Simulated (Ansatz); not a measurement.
Zn:

```xyz
1
Lattice="0.0000 1.9648 1.9648 1.9648 0.0000 1.9648 1.9648 1.9648 0.0000" Properties=species:S:1:pos:R:3 pbc="T T T"
Zn    0.0000    0.0000    0.0000
```

This isn't the form of Zn at room conditions, which is hcp.

| Quantity | Value |
| --- | --- |
| Program | Ansatz 0.2.0 |
| Task | relaxation of cell and atoms |
| Functional | r2SCAN |
| Dispersion | rVV10 |
| Potentials or basis | Ansatz PAW |
| Cutoff | 500 eV |
| Density cutoff | 2500 eV |
| k mesh | 12 × 12 × 12 |
| Occupations | fermi-dirac, width 0.15 eV |
| Spin | no spin polarisation |

At the start: volume 15.17 Å³/atom.

Task: Where does the relaxation end?

Result: Over 5 steps the energy falls by 21.1 meV/atom and the volume is 14.08 Å³/atom (-7.2 %); space group Fm-3m (No. 225, to 0.05 Å).

Step by step:
```
step  energy change (eV)  largest force (eV/Å)  volume (Å³)
   1              0.0000                0.0000        15.17
   2             -0.0201                0.0000        14.32
   3             -0.0213                0.0000        14.03
   4             -0.0213                0.0000        14.08
   5             -0.0211                0.0000        14.08
```

Final structure:
```cif
data_structure
_symmetry_space_group_name_H-M 'P 1'
_symmetry_Int_Tables_number 1
_cell_length_a 2.7103
_cell_length_b 2.7103
_cell_length_c 2.7103
_cell_angle_alpha 60.000
_cell_angle_beta 60.000
_cell_angle_gamma 60.000
_cell_volume 14.08
loop_
_atom_site_label
_atom_site_type_symbol
_atom_site_fract_x
_atom_site_fract_y
_atom_site_fract_z
_atom_site_occupancy
Zn1 Zn 0.00000 0.00000 0.00000 1
```

Caveat: the PAW data sets were made with another functional, which shifts forces and pressure a little.
